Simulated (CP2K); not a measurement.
TiO2 (Anatase):

```
Ti O
1.0
     5.45820    0.00000    0.00000
     2.83460    4.66444    0.00000
    -4.14640   -2.33222    2.67583
Ti O
2 4
Direct
  0.75000 0.25000 0.50000
  0.00000 0.00000 0.00000
  0.79190 0.79190 0.00000
  0.54190 0.04190 0.50000
  0.95810 0.45810 0.50000
  0.20810 0.20810 0.00000
```

Base run:

| Quantity | Value |
| --- | --- |
| Program | CP2K 2026.2 |
| Functional | PBE |
| Potentials or basis | GTH_POTENTIALS Ti GTH-PBE-q12, O GTH-PBE-q6; DZVP-MOLOPT-SR-GTH basis |
| Density cutoff | 8163 eV |
| k mesh | 8 × 8 × 8 |
| Occupations | fermi-dirac, width 0.05 eV |
| Spin | no spin polarisation |
| Hubbard terms | Ti d U = 6.0 eV |

Its results: band gap on the k mesh 2.81 eV, indirect (least direct gap 3.16 eV); largest force 0.051 eV/Å.

Q: After a change of settings the same cell gave: band gap on the k mesh 2.54 eV, indirect (least direct gap 2.88 eV); largest force 0.028 eV/Å. Which change was it?
A. hubbard terms from Ti d U = 6.0 eV to none
B. hubbard terms from Ti d U = 6.0 eV to Ti d U = 4.0 eV
C. hubbard terms from Ti d U = 6.0 eV to Ti d U = 8.0 eV

A: B.

Caveats: this program's U acts on Mulliken populations of all basis functions of the shell, so it isn't the U of plane-wave codes; energies scatter by some meV and the pressure isn't listed; the basis of atomic orbitals isn't converged, which shifts pressures, moduli and gaps.
